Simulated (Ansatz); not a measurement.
# Cu (Fm-3m) in Ansatz: notebook

One crystal, Cu, is run at these levels: PBEsol; tasks: single point, equation of state.

Everything below comes from runs of Ansatz 0.2.0. Logs are shortened: lines on timing, memory, paths and dates and some standing lists are left out, and cuts for length are marked.

## (1) The structure

Symmetry: Fm-3m, No. 225, cubic system. The conventional cell has a = 3.615 Å, b = 3.615 Å, c = 3.615 Å, α = 90.00°, β = 90.00°, γ = 90.00°. Cu (site symmetry m-3m) has 12 Cu at 2.56 Å as nearest neighbours.

## (2) Single point, PBEsol, 11.10 Å³/atom (volume scaled by 0.94)

The input, input.yaml:

```yaml
crystal:
  lattice:
    - [0.0, 1.7706018915, 1.7706018915]
    - [1.7706018915, 0.0, 1.7706018915]
    - [1.7706018915, 1.7706018915, 0.0]
  atoms:
    - { symbol: Cu, position: [0.0, 0.0, 0.0] }
hamiltonian:
  xc: pbesol
  pseudopotentials: { kind: paw }
kpoints:
  mp_grid: { grid: [13, 13, 13] }
scf:
  occupations: { method: fermi_dirac, width: 0.05 }
output:
  forces: true
  stress: true
  eigenvalues: true
  write_density: true
  write_potential: true
  elf: true
  volumetric_format: npy
```

Potentials or basis: Ansatz PAW.

The run is started by

```bash
$ ansatz run input.yaml --threads 2 --pin off --max-ram 5120MiB --backend cpu --events-out ev --progress --plain --runs-dir out
```

Output:

```text
Warning: RAYON_NUM_THREADS=2 ignored (pool sized by the plan → 2); use --threads N
Engine: ansatz 0.2.0, aarch64-unknown-linux-gnu
Pseudopotentials: kind: paw
Pseudopotential: Cu, paw, valence charge 19, recommended cutoff 420 eV (normal), Cu.paw.azcp
Functional definition: PBEsol
  exchange = pbesol_x
  correlation = pbesol_c
Crystal: 1 atoms, lattice volume = 11.102 Å³
Basis set: ecut = 420 eV, 229 PW (Γ), exchange–correlation on 36×36×36 points (8 copies of the dense FFT grid, shifted against one another)
Bands: 14, of which v1, the nominal top of the filled ones, is band 10 counted from 1 (9 counted from 0)
Symmetry: 48 space group operations
Space group: Fm-3m (ITA 225), of the structure as read, at distance tolerance 2.2e-5 Å
k-points: 84 of 2197
Non-local potential: Cu, projectors of the file, l = 0: 3, l = 1: 2, l = 2: 3, l = 3: 1
PAW form: soft (Blöchl's): semilocal exchange-correlation on the pseudo side does not see the compensation charge
PAW frozen core: Cu, regenerated for the run's functional, and the local potential with it (the file was generated under x = pbe(κ = 0.804, μ = 0.2195149727645171), c = pbe(β = 0.06672455060314922))
PAW one-centre angular grid: Cu, 590 points (default); XC on 64 Gauss nodes
Initial density: superposition of atomic densities (neutral atoms: chi_scale 0, normalization atom), corrected by the library's trained network
Initial wavefunctions: pseudopotential atomic-orbital guess
Functional: x = pbesol(κ = 0.804, μ = 0.12345679012345678), c = pbesol(β = 0.046)
SCF iter   1: F=—  HF=-6588.779447 eV  |F-HF|=—  |Δ(HF+E_count)|=         —  Δρ=2.07e-2  dr2=2.43e-2  ethr=1.77e-3  ⟨swp⟩=5.5  Hψ=5943  notcnv=0
preconditioner: auto → none  [insulator: Δε(μ)=0.174 eV  Ē_g=17.640 eV  σ=0.050 eV  W_gap=0.54  n_scr=0 (ndim 8)  ℏωp=37.0 eV  f_vac=0.000  D(μ)=0.34/eV (n_scr^D=0)  ε∞_Penn≈5.4]
SCF iter   2: F=—  HF=-6588.773566 eV  |F-HF|=—  |Δ(HF+E_count)|=   5.88e-3  Δρ=9.89e-4  dr2=4.86e-5  ethr=1.28e-4  ⟨swp⟩=2.8  Hψ=2525  notcnv=0  defer=22
SCF iter   3: F=—  HF=-6588.773545 eV  |F-HF|=—  |Δ(HF+E_count)|=   2.09e-5  Δρ=9.76e-4  dr2=4.09e-5  ethr=2.56e-7  ⟨swp⟩=2.0  Hψ=1962  notcnv=0  defer=22
SCF iter   4: F=—  HF=-6588.773569 eV  |F-HF|=—  |Δ(HF+E_count)|=   2.34e-5  Δρ=7.06e-5  dr2=1.99e-7  ethr=2.15e-7  ⟨swp⟩=1.0  Hψ=1154  notcnv=0  defer=22
iter 5 did not close the SCF: its close was put off for the readings that it lacked (scf_convergence_deferred on its scf_iter line)
SCF iter   5: F=-6588.773568 eV  HF=-6588.773568 eV  |F-HF|=1.76e-10  |Δ(HF+E_count)|=   3.46e-7  Δρ=2.89e-6  dr2=3.74e-10  ethr=1.05e-9  ⟨swp⟩=2.2  Hψ=1645  notcnv=0  defer=22
SCF iter   6: F=-6588.773568 eV  HF=-6588.773568 eV  |F-HF|=1.82e-12  |Δ(HF+E_count)|=  1.03e-10  Δρ=9.14e-8  dr2=3.19e-13  ethr=1.97e-12  ⟨swp⟩=4.7  Hψ=5665  notcnv=0
SCF 1 converged in 6 iterations: F = -6588.773568 eV  dr2 = 3.19e-13
SCF converged after 6 iterations
Free energy (F): -6588.773568 eV
Harris-Foulkes:  -6588.773568 eV  (|F-HF|=1.82e-12)
Internal energy: -6588.770835 eV  (E = F + TS)
E sigma→0 (E₀):  -6588.772202 eV
Entropy (-TS):   -0.002734 eV (-2.734 meV/atom)
Fermi energy:    18.137542 eV
--- Per-component energies (eV) ---
  E_band       = -338.503636
  E_kinetic    = 300.917717
  E_local      = -3934.701202  (includes V_loc(G=0)·N_el)
  E_nonlocal   = 390.815872
  E_hartree    = 1734.263069
  E_xc         = -89.599986
  E_vxc        = -116.154022  (∫ρ·V_xc dr)
  E_paw        = -1625.523203  (= ΣΔE_a)
  E_vpaw       = -447.908317  (= ΣTr[D̂ρ^β])
  E_aug_tail   = 0.000188  (compensation charges beyond the density's cutoff)
  E_ewald      = -3365.149492
  E_core_change = 0.206202  (= ΣΔE_core)
  E_smearing   = -0.002734  (= −TS)
  E_closure    = -0.000000  (closes the sum)
  Σ components = -6588.773568   (vs F -6588.773568, Δ=0.00e0)
--- Forces (eV/Å), atoms counted from 1 ---
  atom   1  Cu    -0.00000000    -0.00000000    -0.00000000
  max |Σ_I F_I| component: 1.27e-31 eV/Å
--- Stress (GPa, compression-positive) ---
        3.255609      -0.000000       0.000000
        0.000000       3.255609       0.000000
       -0.000000       0.000000       3.255609
  P = ⅓ Tr σ = 3.2556 GPa (32.556 kbar)
--- Band table (eV; the first three rows and the last of 84) ---
  k-point 0: bands = ["-94.4564", "-51.9020", "-51.9020", "-51.9020", "8.0237", "14.7526", "14.7526", "14.7526", "15.6808", "15.6808", "41.0410", "44.0052", "44.0052", "44.0052"]
  k-point 1: bands = ["-94.4553", "-51.9100", "-51.9031", "-51.9031", "8.2491", "14.7015", "14.7970", "14.7970", "15.6635", "15.6635", "39.7054", "42.1436", "43.3834", "43.3834"]
  k-point 2: bands = ["-94.4523", "-51.9321", "-51.9064", "-51.9064", "8.9088", "14.5759", "14.8933", "14.8933", "15.6466", "15.6466", "35.8446", "41.6277", "42.4513", "42.4513"]
  k-point 83: bands = ["-94.4317", "-51.9999", "-51.9885", "-51.9536", "13.5028", "14.0287", "14.2926", "15.6447", "16.4360", "23.0018", "25.0204", "27.0875", "27.7339", "45.9255"]
```

Run time: 0.98 s. Hardware: 2 threads of Arm Neoverse V1, shared host; peak memory 0.26 GiB.

What came out:

```yaml
Free_energy: -6588.7736 eV
Pressure: 3.3 GPa
Band_gap_on_the_k_mesh: none (metal or under the smearing width)
```

Caveat: the PAW data sets come from PBE, with cores solved anew for the run's functional, which leaves a small shift of forces and pressure.

## (3) Single point, PBEsol, 11.34 Å³/atom (volume scaled by 0.96)

input.yaml, as its differences from that of step 2:

```diff
@@ -2,5 +2,5 @@
   lattice:
-    - [0.0, 1.7706018915, 1.7706018915]
-    - [1.7706018915, 0.0, 1.7706018915]
-    - [1.7706018915, 1.7706018915, 0.0]
+    - [0.0, 1.7830713297, 1.7830713297]
+    - [1.7830713297, 0.0, 1.7830713297]
+    - [1.7830713297, 1.7830713297, 0.0]
   atoms:
```

Potentials or basis: Ansatz PAW.

The run is started by

```bash
$ ansatz run input.yaml --threads 2 --pin off --max-ram 5120MiB --backend cpu --events-out ev --progress --plain --runs-dir out
```

It took 0.9 s on 2 threads of Arm Neoverse V1, shared host; peak memory 0.26 GiB.

Results (log left out):

```yaml
Free_energy: -6588.7756 eV
Pressure: -0.4 GPa
Band_gap_on_the_k_mesh: none (metal or under the smearing width)
```

Caveat: the PAW data sets come from PBE, with cores solved anew for the run's functional, which leaves a small shift of forces and pressure.

## (4) Single point, PBEsol, 11.57 Å³/atom (volume scaled by 0.98)

input.yaml, as its differences from that of step 3:

```diff
@@ -2,5 +2,5 @@
   lattice:
-    - [0.0, 1.7830713297, 1.7830713297]
-    - [1.7830713297, 0.0, 1.7830713297]
-    - [1.7830713297, 1.7830713297, 0.0]
+    - [0.0, 1.795368762, 1.795368762]
+    - [1.795368762, 0.0, 1.795368762]
+    - [1.795368762, 1.795368762, 0.0]
   atoms:
```

The run is started by

```bash
$ ansatz run input.yaml --threads 2 --pin off --max-ram 5120MiB --backend cpu --events-out ev --progress --plain --runs-dir out
```

Wall time 0.93 s (2 threads of Arm Neoverse V1, shared host); peak memory 0.27 GiB.

Results (log left out):

```
Free energy            : -6588.7725 eV
Pressure               : -3.7 GPa
Band gap on the k mesh : none (metal or under the smearing width)
```

Caveat: the PAW data sets come from PBE, with cores solved anew for the run's functional, which leaves a small shift of forces and pressure.

## (5) Single point, PBEsol, 11.81 Å³/atom

input.yaml, as its differences from that of step 4:

```diff
@@ -2,5 +2,5 @@
   lattice:
-    - [0.0, 1.795368762, 1.795368762]
-    - [1.795368762, 0.0, 1.795368762]
-    - [1.795368762, 1.795368762, 0.0]
+    - [0.0, 1.8075, 1.8075]
+    - [1.8075, 0.0, 1.8075]
+    - [1.8075, 1.8075, 0.0]
   atoms:
```

The run is started by

```bash
$ ansatz run input.yaml --threads 2 --pin off --max-ram 5120MiB --backend cpu --events-out ev --progress --plain --runs-dir out
```

Wall time 0.97 s (2 threads of Arm Neoverse V1, shared host); peak memory 0.26 GiB.

The run converged. Its results:

```
Free energy            : -6588.7648 eV
Pressure               : -6.6 GPa
Band gap on the k mesh : none (metal or under the smearing width)
```

Caveat: the PAW data sets come from PBE, with cores solved anew for the run's functional, which leaves a small shift of forces and pressure.

## (6) Single point, PBEsol, 12.05 Å³/atom (volume scaled by 1.02)

The input, input.yaml:

```yaml
crystal:
  lattice:
    - [0.0, 1.8194705475, 1.8194705475]
    - [1.8194705475, 0.0, 1.8194705475]
    - [1.8194705475, 1.8194705475, 0.0]
  atoms:
    - { symbol: Cu, position: [0.0, 0.0, 0.0] }
hamiltonian:
  xc: pbesol
  pseudopotentials: { kind: paw }
kpoints:
  mp_grid: { grid: [13, 13, 13] }
scf:
  occupations: { method: fermi_dirac, width: 0.05 }
output:
  forces: true
  stress: true
  eigenvalues: true
```

Potentials or basis: Ansatz PAW.

The run is started by

```bash
$ ansatz run input.yaml --threads 2 --pin off --max-ram 5120MiB --backend cpu --events-out ev --progress --plain --runs-dir out
```

Run time: 0.76 s. Hardware: 2 threads of Arm Neoverse V1, shared host; peak memory 0.26 GiB.

The run converged. Its results:

* Free energy: -6588.7532 eV
* Pressure: -9.1 GPa
* Band gap on the k mesh: none (metal or under the smearing width)

Caveat: the PAW data sets come from PBE, with cores solved anew for the run's functional, which leaves a small shift of forces and pressure.

## (7) Single point, PBEsol, 12.28 Å³/atom (volume scaled by 1.04)

input.yaml, as its differences from that of step 6:

```diff
@@ -2,5 +2,5 @@
   lattice:
-    - [0.0, 1.8194705475, 1.8194705475]
-    - [1.8194705475, 0.0, 1.8194705475]
-    - [1.8194705475, 1.8194705475, 0.0]
+    - [0.0, 1.8312856224, 1.8312856224]
+    - [1.8312856224, 0.0, 1.8312856224]
+    - [1.8312856224, 1.8312856224, 0.0]
   atoms:
```

The run is started by

```bash
$ ansatz run input.yaml --threads 2 --pin off --max-ram 5120MiB --backend cpu --events-out ev --progress --plain --runs-dir out
```

Run time: 0.74 s. Hardware: 2 threads of Arm Neoverse V1, shared host; peak memory 0.26 GiB.

Results (log left out):

```
Free energy            : -6588.7381 eV
Pressure               : -11.4 GPa
Band gap on the k mesh : none (metal or under the smearing width)
```

Caveat: the PAW data sets come from PBE, with cores solved anew for the run's functional, which leaves a small shift of forces and pressure.

## (8) Single point, PBEsol, 12.52 Å³/atom (volume scaled by 1.06)

input.yaml, as its differences from that of step 7:

```diff
@@ -2,5 +2,5 @@
   lattice:
-    - [0.0, 1.8312856224, 1.8312856224]
-    - [1.8312856224, 0.0, 1.8312856224]
-    - [1.8312856224, 1.8312856224, 0.0]
+    - [0.0, 1.8429501765, 1.8429501765]
+    - [1.8429501765, 0.0, 1.8429501765]
+    - [1.8429501765, 1.8429501765, 0.0]
   atoms:
```

The run is started by

```bash
$ ansatz run input.yaml --threads 2 --pin off --max-ram 5120MiB --backend cpu --events-out ev --progress --plain --runs-dir out
```

It took 0.74 s on 2 threads of Arm Neoverse V1, shared host; peak memory 0.26 GiB.

The run converged. Its results:

- Free energy: -6588.7199 eV
- Pressure: -13.3 GPa
- Band gap on the k mesh: none (metal or under the smearing width)

Caveat: the PAW data sets come from PBE, with cores solved anew for the run's functional, which leaves a small shift of forces and pressure.

## (9) Equation of state, PBEsol

Potentials or basis: Ansatz PAW.

No new run: the results of the series are fitted here.

Results:

```yaml
Equilibrium_volume: 11.31 Å³/atom
Bulk_modulus: 169 GPa
Pressure_derivative_of_the_bulk_modulus: 5.0
```

Energy against volume, from the lowest point:
```
volume (Å³/atom)  energy (meV/atom)
          11.102               2.01
          11.338               0.00
          11.574               3.10
          11.810              10.73
          12.047              22.35
          12.283              37.48
          12.519              55.70
```
